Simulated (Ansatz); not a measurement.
PbS under compression and expansion

```
Pb S
1.0
     2.94050   -2.90000    0.00000
     2.94050    2.90000    0.00000
    -1.08005    0.00000   11.70929
Pb S
2 2
Direct
  0.77560 0.77560 0.63638
  0.22440 0.22440 0.36362
  0.26840 0.26840 0.59860
  0.73160 0.73160 0.40140
```

The cell is COD entry 2106944, as deposited and not checked against the literature; nothing was relaxed.

Spin–orbit coupling is left out, though it moves levels of the heavy atoms by tenths of an eV or more.

Levels of theory: DFT, PBE, all-electron LAPW, scalar-relativistic (Ansatz 0.2.0); DFT, PBE, PAW with Ansatz's default frozen-core files, scalar-relativistic (Ansatz 0.2.0).

For LAPW: a Γ-centred 7×7×3 k mesh, Fermi–Dirac smearing of 0.01 eV, basis error target 0.5 meV/atom, no spin polarisation. PAW takes a cutoff of 420 eV at this cell. The Ansatz runs share mesh, smearing and spin set-up. Plane-wave (PAW) pressures include the program's estimate of the Pulay term.

The cell above is scaled evenly, with fractional coordinates and shape held.

(1) Estimate the equilibrium volume and bulk modulus that full-potential LAPW gives for this fixed shape.

## Answers

(1) V0 = 50.41 Å³/atom, B0 = 27 GPa, B0′ = 4.3, from a third-order Birch–Murnaghan fit to these pressures:
```
V/V(cell)  V (Å³/atom)  P, LAPW (GPa)  P, PAW (GPa)  gap on the k mesh, LAPW (eV)
   0.9400       46.930           2.26          2.26                          1.16
   0.9600       47.928           1.53          1.52                          1.20
   0.9800       48.927           0.86          0.86                          1.24
   0.9900       49.426           0.56          0.55                          1.26
   1.0000       49.925           0.27          0.26                          1.27
   1.0100       50.424          -0.01         -0.01                          1.29
   1.0200       50.924          -0.27         -0.27                          1.30
   1.0400       51.922          -0.75         -0.76                          1.33
   1.0600       52.921          -1.19         -1.19                          1.35
```
